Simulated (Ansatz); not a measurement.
**GaSb: enthalpy against pressure**

GaSb, F-43m, a = 6.215 Å. Ansatz: PBE, PAW, 420 eV, Γ-centred 12×12×12 mesh on 2 atoms, Gaussian smearing 0.10 eV; no spin polarisation. Cell and atoms are relaxed at each pressure, and no other structure is tried; the real crystal is known to change phase within this range, so the rows at high pressure are metastable. y is the enthalpy over the state at zero pressure; there V0 = 30.015 Å³/atom. The pressures are the targets, met within 0.04 GPa.

| P (GPa) | y (eV/atom) |
| --- | --- |
| -1.0 | -0.1894 |
| 0.0 | 0.0000 |
| 1.0 | 0.1852 |
| 4.0 | 0.7198 |
| 12.0 | 2.0364 |
| 25.0 | 3.9626 |
| 50.0 | ? |
| 90.0 | 11.8211 |

Fit y = c1 P + c2 P² + c3 P³ to the other rows, say what c1 and c2 mean, and predict the missing value.

Least squares on the rows shown. y = 0.18280 P − 0.0011287 P² + 6.1886×10⁻⁶ P³. Since dH/dP = V, c1 is V0: 0.18280 eV/GPa × 160.2 = 29.285 Å³ against 30.015; c2 = −V0/(2B0) gives B0 = 81 GPa, where a Birch–Murnaghan fit to the volumes of the same runs (not shown) gives 45 GPa: a cubic over this range folds the higher terms into c2. Above P = −c2/(3 c3) = 61 GPa the cubic's slope, the volume, would rise with pressure, so the form fails there. At P = 50.0 the fit asked for gives 7.0918 eV/atom. The run gave 7.2398 eV/atom, so the fit is 0.1480 eV/atom too low, 1.2 % of the span of the series, against an rms of 0.0043 eV/atom on the fitted rows. With a term in P⁴ added, a fit to the same known rows predicts 7.4617 eV/atom, which misses by about as much or more on the other side: the known rows don't fix the higher terms. Also, this row ran on the mesh 14×14×14, its neighbour on 12×12×12, which can shift it a little.

The mesh isn't the same in all rows (12×12×12, 14×14×14).